**Semilocal band gaps of rutile TiO₂ against measurement**

The table holds the orbital band gap of one fixed six-atom rutile cell from plane-wave PAW density-functional runs in VASP with LDA, five GGAs and six meta-GGAs, beside a measured gap of 3.05 eV. The program works out errors, group means and spreads, ties, the offset of the PBE row with its different titanium potential, and level spacings at Γ from the same runs. Its one estimate is the volume change on relaxing, P/B, with a rough recalled bulk modulus. All twelve gaps are low, by 0.84 to 1.35 eV; the four semicore GGAs span 0.067 eV, and MS2 with the SCAN family closes 31 % of their mean error against 11 % for TPSS and revTPSS. The spacing of the two lowest conduction levels at Γ varies by 0.045 eV over the eleven semicore rows while the gap varies by 0.455 eV, and the estimated volume changes run from −1.0 to +2.0 % (3.3 % for PBE).

Calculated values. VASP, Kohn-Sham DFT with PAW potentials and the functional named in each row, for rutile TiO₂ in a 6-atom cell at the given geometry, without spin polarisation or spin-orbit coupling. The k mesh is 6×6×9 and the smearing width 0.05 eV; "basis" is the plane-wave cutoff, and gaps are orbital gaps read along the band path.

## Numerical check

```python
# Table: band gap (eV) of rutile TiO2, one fixed 6-atom cell, VASP PAW, LDA / GGA / meta-GGA, beside a measured gap.
# Tested: size and sign of the error per rung, grouping, the PBE row with its other Ti potential, levels at Gamma.
T = {
    'run_method': ['LDA', 'AM05', 'BLYP', 'PBE', 'PBEsol', 'revPBE', 'MS2', 'SCAN', 'TPSS', 'r2SCAN', 'rSCAN', 'revTPSS'],
    'run_rung': ['LDA', 'GGA', 'GGA', 'GGA', 'GGA', 'GGA', 'meta-GGA', 'meta-GGA', 'meta-GGA', 'meta-GGA', 'meta-GGA', 'meta-GGA'],
    'run_potentials': ['VASP PAW LDA potentials, recommended', 'VASP PAW PBE potentials, recommended', 'VASP PAW PBE potentials, recommended', 'VASP PAW PBE potentials, minimal', 'VASP PAW PBE potentials, recommended', 'VASP PAW PBE potentials, recommended', 'VASP PAW PBE potentials, recommended', 'VASP PAW PBE potentials, recommended', 'VASP PAW PBE potentials, recommended', 'VASP PAW PBE potentials, recommended', 'VASP PAW PBE potentials, recommended', 'VASP PAW PBE potentials, recommended'],
    'run_basis': ['520 eV', '520 eV', '520 eV', '500 eV', '520 eV', '520 eV', '520 eV', '520 eV', '520 eV', '520 eV', '520 eV', '520 eV'],
    'result_gap': [1.752, 1.799, 1.832, 1.696, 1.803, 1.866, 2.205, 2.207, 1.946, 2.207, 2.177, 1.973],  # eV
    'result_less_measured': [-1.298, -1.251, -1.218, -1.354, -1.247, -1.184, -0.845, -0.843, -1.104, -0.843, -0.873, -1.077],  # eV
}
import numpy as np
from scipy.constants import h, c, e
m = list(T['run_method']); rung = list(T['run_rung'])
g = np.array(T['result_gap'], float); d = np.array(T['result_less_measured'], float)
meas = float(np.mean(g - d)); G = dict(zip(m, g))
# further outputs of the same runs: lowest and middle of the four top valence levels at Gamma,
# second conduction level at Gamma (eV, zero at valence top), unrounded mesh gap (eV), pressure (GPa)
X = {'LDA': (-0.710, -0.465, 2.025, 1.7518, None), 'AM05': (-0.708, -0.458, 2.086, 1.7994, -1.653),
     'BLYP': (-0.706, -0.457, 2.133, 1.8322, None), 'PBE': (-0.644, -0.383, 1.996, 1.6959, 7.016),
     'PBEsol': (-0.711, -0.461, 2.080, 1.8028, -2.135), 'revPBE': (-0.708, -0.453, 2.162, 1.8655, None),
     'MS2': (-0.794, -0.505, 2.478, 2.2053, 1.062), 'SCAN': (-0.782, -0.505, 2.521, 2.2073, -0.712),
     'TPSS': (-0.746, -0.480, 2.242, 1.9463, 3.993), 'r2SCAN': (-0.772, -0.497, 2.522, 2.2070, 0.294),
     'rSCAN': (-0.775, -0.501, 2.495, 2.1767, -0.221), 'revTPSS': (-0.718, -0.454, 2.265, 1.9730, 4.263)}
nm = lambda E: h * c / (E * e) * 1e9
print(f"measured gap {meas:.3f} eV, as wavelength {nm(meas):.0f} nm; table rounding 0.0005 eV")
print("method rung | gap eV | error eV | % of measured | wavelength nm | lowest valence level eV | conduction spacing eV")
for i in np.argsort(g, kind='stable'):
    k = m[i]
    print(f"{k:8s}{rung[i]:9s} {g[i]:.3f} {d[i]:+.3f} {100*g[i]/meas:5.1f} {nm(g[i]):4.0f} {X[k][0]:+.3f} {X[k][2]-g[i]:.3f}")
print(f"rows below measurement: {int((d < 0).sum())} of {len(d)}; errors {d.max():+.3f} to {d.min():+.3f} eV")
print(f"largest difference, table gap against direct gap on the mesh: {max(abs(G[k]-X[k][3]) for k in m):.4f} eV")
grp = {'LDA': ['LDA'], 'GGA, semicore Ti': ['AM05', 'PBEsol', 'BLYP', 'revPBE'],
       'TPSS pair': ['TPSS', 'revTPSS'], 'MS2 and SCAN family': ['MS2', 'SCAN', 'r2SCAN', 'rSCAN']}
mean = {}
print("group | mean gap | spread | mean error (eV) | % of measured | mean lowest valence level eV")
for n, ks in grp.items():
    v = np.array([G[k] for k in ks]); mean[n] = v.mean()
    print(f"{n}: {v.mean():.3f} {np.ptp(v):.3f} {v.mean()-meas:+.3f} {100*v.mean()/meas:.1f} {np.mean([X[k][0] for k in ks]):+.3f}")
a, b, t, s = mean.values()
print(f"steps of group means: LDA to GGA {b-a:+.3f}, GGA to TPSS pair {t-b:+.3f}, TPSS pair to MS2/SCAN {s-t:+.3f} eV")
print(f"GGA to MS2/SCAN {s-b:+.3f} eV; share of GGA error closed: TPSS pair {100*(t-b)/(meas-b):.0f} %, MS2/SCAN {100*(s-b)/(meas-b):.0f} %")
gg = [G[k] for k in grp['GGA, semicore Ti']]
print(f"GGA mean error over GGA spread: {(meas-b)/np.ptp(gg):.0f} times")
print(f"spread of all six meta-GGAs: {np.ptp([G[k] for k, r in zip(m, rung) if r == 'meta-GGA']):.3f} eV")
print(f"ties: SCAN-r2SCAN {X['SCAN'][3]-X['r2SCAN'][3]:.4f}, SCAN-MS2 {X['SCAN'][3]-X['MS2'][3]:.4f}, PBEsol-AM05 {X['PBEsol'][3]-X['AM05'][3]:.4f} eV")
print(f"PBE (other Ti potential) less LDA {G['PBE']-G['LDA']:+.3f}, less PBEsol {G['PBE']-G['PBEsol']:+.3f}, less revPBE {G['PBE']-G['revPBE']:+.3f} eV")
print(f"PBE less GGA mean: gap {G['PBE']-b:+.3f} eV, which is {100*(b-G['PBE'])/(meas-G['PBE']):.0f} % of its error")
for j, n in ((0, 'lowest'), (1, 'middle')):
    print(f"{n} valence level: PBE {X['PBE'][j]:+.3f}, other GGAs {np.mean([X[k][j] for k in grp['GGA, semicore Ti']]):+.3f} eV")
sv = [k for k in m if k != 'PBE']
gs = np.array([G[k] for k in sv]); sp = np.array([X[k][2] - G[k] for k in sv]); lo = np.array([-X[k][0] for k in sv])
print(f"11 semicore rows: gap range {np.ptp(gs):.3f} eV; conduction spacing {sp.min():.3f} to {sp.max():.3f}, range {np.ptp(sp):.3f} eV")
print(f"depth of lowest valence level: range {np.ptp(lo):.3f} eV, correlation with gap r = {np.corrcoef(gs, lo)[0, 1]:.2f}")
print(f"revTPSS less PBEsol: gap {G['revTPSS']-G['PBEsol']:+.3f} eV, valence depth {X['PBEsol'][0]-X['revTPSS'][0]:+.3f} eV")
pk = [k for k in sv if X[k][4] is not None]; P = np.array([X[k][4] for k in pk])
print(f"{len(pk)} semicore rows with pressure: {P.min():+.1f} to {P.max():+.1f} GPa, correlation with gap r = {np.corrcoef([G[k] for k in pk], P)[0, 1]:.2f}")
B = 210.0  # GPa, rough recalled bulk modulus of rutile
print(f"volume change on relaxing, P/B with rough recalled B = {B:.0f} GPa: {100*P.min()/B:+.1f} to {100*P.max()/B:+.1f} %, PBE {100*X['PBE'][4]/B:+.1f} %")
print(f"smallest gap over smearing width 0.05 eV: {g.min()/0.05:.0f} times")
assert (d < -0.8).all() and np.ptp(g - d) < 0.002
assert G['PBE'] == g.min() and G['PBE'] < G['LDA'] < min(gg)
assert max(gg) < min(G[k] for k in grp['TPSS pair']) and max(G[k] for k in grp['TPSS pair']) < min(G[k] for k in grp['MS2 and SCAN family'])
assert np.ptp(sp) < 0.2 * np.ptp(gs)
```

It prints:

```
measured gap 3.050 eV, as wavelength 407 nm; table rounding 0.0005 eV
method rung | gap eV | error eV | % of measured | wavelength nm | lowest valence level eV | conduction spacing eV
PBE     GGA       1.696 -1.354  55.6  731 -0.644 0.300
LDA     LDA       1.752 -1.298  57.4  708 -0.710 0.273
AM05    GGA       1.799 -1.251  59.0  689 -0.708 0.287
PBEsol  GGA       1.803 -1.247  59.1  688 -0.711 0.277
BLYP    GGA       1.832 -1.218  60.1  677 -0.706 0.301
revPBE  GGA       1.866 -1.184  61.2  664 -0.708 0.296
TPSS    meta-GGA  1.946 -1.104  63.8  637 -0.746 0.296
revTPSS meta-GGA  1.973 -1.077  64.7  628 -0.718 0.292
rSCAN   meta-GGA  2.177 -0.873  71.4  570 -0.775 0.318
MS2     meta-GGA  2.205 -0.845  72.3  562 -0.794 0.273
SCAN    meta-GGA  2.207 -0.843  72.4  562 -0.782 0.314
r2SCAN  meta-GGA  2.207 -0.843  72.4  562 -0.772 0.315
rows below measurement: 12 of 12; errors -0.843 to -1.354 eV
largest difference, table gap against direct gap on the mesh: 0.0005 eV
group | mean gap | spread | mean error (eV) | % of measured | mean lowest valence level eV
LDA: 1.752 0.000 -1.298 57.4 -0.710
GGA, semicore Ti: 1.825 0.067 -1.225 59.8 -0.708
TPSS pair: 1.960 0.027 -1.090 64.2 -0.732
MS2 and SCAN family: 2.199 0.030 -0.851 72.1 -0.781
steps of group means: LDA to GGA +0.073, GGA to TPSS pair +0.134, TPSS pair to MS2/SCAN +0.239 eV
GGA to MS2/SCAN +0.374 eV; share of GGA error closed: TPSS pair 11 %, MS2/SCAN 31 %
GGA mean error over GGA spread: 18 times
spread of all six meta-GGAs: 0.261 eV
ties: SCAN-r2SCAN 0.0003, SCAN-MS2 0.0020, PBEsol-AM05 0.0034 eV
PBE (other Ti potential) less LDA -0.056, less PBEsol -0.107, less revPBE -0.170 eV
PBE less GGA mean: gap -0.129 eV, which is 10 % of its error
lowest valence level: PBE -0.644, other GGAs -0.708 eV
middle valence level: PBE -0.383, other GGAs -0.457 eV
11 semicore rows: gap range 0.455 eV; conduction spacing 0.273 to 0.318, range 0.045 eV
depth of lowest valence level: range 0.088 eV, correlation with gap r = 0.95
revTPSS less PBEsol: gap +0.170 eV, valence depth +0.007 eV
8 semicore rows with pressure: -2.1 to +4.3 GPa, correlation with gap r = 0.11
volume change on relaxing, P/B with rough recalled B = 210 GPa: -1.0 to +2.0 %, PBE +3.3 %
smallest gap over smearing width 0.05 eV: 34 times
```
